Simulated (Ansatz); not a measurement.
Crystal: WS2 (Tungstenite).

```
CELL_PARAMETERS angstrom
3.18000 0.00000 0.00000
-1.59000 2.75396 0.00000
0.00000 0.00000 12.50000
ATOMIC_POSITIONS crystal
W 0.66667 0.33333 0.75000
W 0.33333 0.66667 0.25000
S 0.66667 0.33333 0.37500
S 0.33333 0.66667 0.87500
S 0.66667 0.33333 0.12500
S 0.33333 0.66667 0.62500
```

Program: Ansatz 0.2.0. Alike in all runs: potentials or basis Ansatz PAW; cell as given.

**Question.** Order these runs on this cell by their pressure, lowest first.
A. level r2SCAN; spin SOC, no magnetisation; k mesh 7 × 7 × 3; cutoff (eV) 500; smearing fermi-dirac 0.05 eV; points for each segment of the path 14
B. level RPBE; spin off; k mesh 10 × 10 × 3; cutoff (eV) 420; smearing fermi-dirac 0.05 eV; points for each segment of the path 14
C. level PBE; spin off; k mesh 10 × 10 × 3; cutoff (eV) 420; smearing gaussian 0.012 eV
D. level PBEsol; spin SOC, no magnetisation; k mesh 7 × 7 × 3; cutoff (eV) 420; smearing fermi-dirac 0.05 eV; points for each segment of the path 14
E. level LDA; spin SOC, no magnetisation; k mesh 7 × 7 × 3; cutoff (eV) 420; smearing fermi-dirac 0.05 eV; points for each segment of the path 14

**Answer.** E (-5.7 GPa), D (-2.8 GPa), A (0.2 GPa), C (2.3 GPa), B (5.0 GPa).

Caveats: the PAW data sets come from PBE, with cores solved anew for the run's functional, which leaves a small shift of forces and pressure (some runs); this functional lacks dispersion, which binds the layers, so the pressure and a relaxed spacing across them are unreliable (some runs).
